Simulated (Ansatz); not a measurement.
Crystal: GaP.

```
Ga P
1.0
     0.00000    2.72525    2.72525
     2.72525    0.00000    2.72525
     2.72525    2.72525    0.00000
Ga P
1 1
Direct
  0.00000 0.00000 0.00000
  0.75000 0.75000 0.75000
```

Program: Ansatz 0.2.0. Alike in all runs: no spin polarisation; cell as given; k mesh 8 × 8 × 8. Hardware: 2 threads of Arm Neoverse V1, on a shared host.

**Question.** Order these runs on this cell by their wall time, lowest first.
A. task band structure; level m-r2SCAN; potentials or basis Ansatz PAW; cutoff (eV) 500; smearing fermi-dirac 0.05 eV; points for each segment of the path 14
B. task single point; level PBE; potentials or basis Ansatz PAW; cutoff (eV) 350; smearing fermi-dirac 0.05 eV
C. task Born charges and dielectric tensor; level PBEsol; potentials or basis Ansatz PAW; cutoff (eV) 420; smearing fixed
D. task band structure; level PBE; potentials or basis JTH PAW; cutoff (eV) 3600; smearing fermi-dirac 0.05 eV; points for each segment of the path 14

**Answer.** B (0.78 s), A (5.7 s), C (22 s), D (54 s).

Caveats: the k mesh misses the band edges, so the gap on the mesh is wider than the one along the path (some runs); the cutoff lies under the one recommended for these potentials (some runs).
